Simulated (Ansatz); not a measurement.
# Strain response of TaSi2

Method: Ansatz, DFT PBEsol, scalar-relativistic, plane waves, PAW. Settings: 420 eV cutoff, 12×12×6 k-mesh, Gaussian smearing of 0.10 eV, no spin polarisation.

Starting point, cell and atoms relaxed:

```
CELL_PARAMETERS angstrom
4.76099 0.00000 0.00000
-2.38050 4.12314 0.00000
0.00000 0.00000 6.55614
ATOMIC_POSITIONS crystal
Ta 0.50000 0.00000 0.00000
Ta 0.50000 0.50000 0.66667
Ta 0.00000 0.50000 0.33333
Si 0.15928 0.31857 0.00000
Si 0.84072 0.15928 0.66667
Si 0.68143 0.84072 0.33333
Si 0.84072 0.68143 0.00000
Si 0.15928 0.84072 0.66667
Si 0.31857 0.15928 0.33333
```

Deformation: biaxial strain in the a-b plane, with the length and tilt of c and the atoms relaxed, all within the symmetry that the strain leaves. Energies are extrapolated to zero smearing.

Spin–orbit coupling is left out, which can shift energies with elements as heavy as these.

```csv
strain (%),ΔE (meV/atom),a (Å),b (Å),c (Å)
-4.0,66.5,4.571,4.571,6.685
-2.0,16.0,4.666,4.666,6.615
+0.0,0.0,4.761,4.761,6.556
+2.0,13.9,4.856,4.856,6.503
+4.0,53.3,4.951,4.951,6.461
```

**Question.** What stiffness (1/V) d²E/dε² at zero strain does a cubic fit over all points give?

**Answer.** A cubic fit gives (1/V) d²E/dε² = 839 GPa at zero strain (twice the biaxial modulus).

**Question.** How does the free axis c answer a small strain?

**Answer.** Between the innermost points its strain is -0.43 times the applied one.